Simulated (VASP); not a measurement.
A run of VASP 6.6.1 is set up as follows.

POSCAR

```
HfO2
1.0
    3.5509100000      0.0000000000      0.0000000000
    0.0000000000      3.5509100000      0.0000000000
    0.0000000000      0.0000000000      5.1293700000
Hf O
2 4
Direct
    0.5000000000      0.5000000000      0.5000000000
    0.0000000000      0.0000000000      0.0000000000
    0.0000000000      0.5000000000      0.7024500000
    0.5000000000      1.0000000000      0.7975500000
    0.5000000000      0.0000000000      0.2975500000
    0.0000000000      0.5000000000      0.2024500000
```

File INCAR.step1:

```
PREC = Accurate ; ENCUT = 520
EDIFF = 1E-5 ; ISMEAR = 0
SIGMA = 0.02 ; LREAL = F
LASPH = T ; NELM = 60
ALGO = Normal ; ISIF = 2
LWAVE = T ; LCHARG = F
GGA = PE
```

File INCAR.step2:

```
PREC = Accurate ; ENCUT = 520
EDIFF = 1E-7 ; ISMEAR = 0
SIGMA = 0.02 ; LREAL = F
LASPH = T ; NELM = 60
ALGO = Normal ; ISIF = 2
LWAVE = F ; LCHARG = F
GGA = PE ; LHFCALC = T
AEXX = 0.25 ; PRECFOCK = Fast
HFRCUT = -1 ; ISTART = 1
```

Contents of KPOINTS:

```
regular mesh
0
Gamma
  6 6 4
```

Potentials or basis: VASP PAW PBE potentials, release 64 (Hf_pv, O).

Launch:

```sh
$ cat potpaw_PBE.64/Hf_pv/POTCAR potpaw_PBE.64/O/POTCAR > POTCAR
$ cp INCAR.step1 INCAR
$ mpirun -np 1 vasp_std > vasp.out
$ cp INCAR.step2 INCAR
$ mpirun -np 1 vasp_std > vasp.out
```

Q: Estimate the largest force.

A: 0.038 eV/Å.

Q: Predict the band gap on the k mesh.

A: 7.06 eV, indirect (least direct gap 7.16 eV).

Q: Predict the pressure.

A: 1.1 GPa.

Forces in eV/Å, atoms in the order of the input:
```
Hf   0.000  0.000  0.000
Hf   0.000  0.000  0.000
O    0.000  0.000 -0.038
O    0.000  0.000  0.038
O    0.000  0.000  0.038
O    0.000  0.000 -0.038
```

Caveat: the PAW data sets were made with another functional, which shifts forces and pressure a little; spin-orbit coupling is left out, which moves the levels of the heavy elements. A k mesh can miss the band edges.
